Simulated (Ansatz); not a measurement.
Runs of Ansatz 0.2.0 on PbO. Symmetry: Pbcm, No. 57, orthorhombic system. The conventional cell has a = 5.876 Å, b = 5.476 Å, c = 4.743 Å, α = 90.00°, β = 90.00°, γ = 90.00°. Around Pb (site symmetry m) lie 2 O at 2.17 to 2.44 Å. O (site symmetry m) has 2 Pb at 2.17 to 2.44 Å as nearest neighbours. 

```tsv
task	level	spin	cell	k mesh	cutoff (eV)	points for each segment of the path	gap on the mesh (eV)	pressure (GPa)	largest force (eV/Å)
single point	PBE	off	as given	5 × 5 × 6	300	-	1.96	(a)	(b)
single point	PBE	off	as given	4 × 4 × 4	420	-	2.21	2.3	0.93
band structure	LDA	SOC, no magnetisation	as given	5 × 5 × 6	420	10	1.80	-4.9	1.06
band structure	PBEsol	SOC, no magnetisation	as given	5 × 5 × 6	420	10	1.80	-2.0	0.93
relaxation of cell and atoms	r2SCAN	off	relaxed	5 × 5 × 6	500	-	(c)	0.0	-
```

Alike in all rows: potentials or basis Ansatz PAW; smearing fermi-dirac 0.05 eV.

**Question.** Fill in the values left out.

**Answer.** (a) 2.8; (b) 0.89; (c) 2.71.

Caveats: the cell's inner coordinates are idealised or old, which leaves forces on the atoms (some runs); spin-orbit coupling is left out, which as a rule narrows the gap of such compounds by several tenths of an eV (some runs); the PAW data sets come from PBE, with cores solved anew for the run's functional, which leaves a small shift of forces and pressure (some runs); odd divisions of the mesh miss points on the zone boundary, where band edges often lie, so the gap on the mesh can be too wide (some runs); the pressure holds a Pulay correction of +13.6 GPa for the finite cutoff (some runs); the cutoff lies under the one recommended for these potentials (some runs); the plane-wave basis is chosen anew once the cell has moved, so the energies of steps on either side of that aren't comparable (some runs).

A k mesh can miss the band edges, and rows without SOC leave out spin-orbit coupling on Pb.
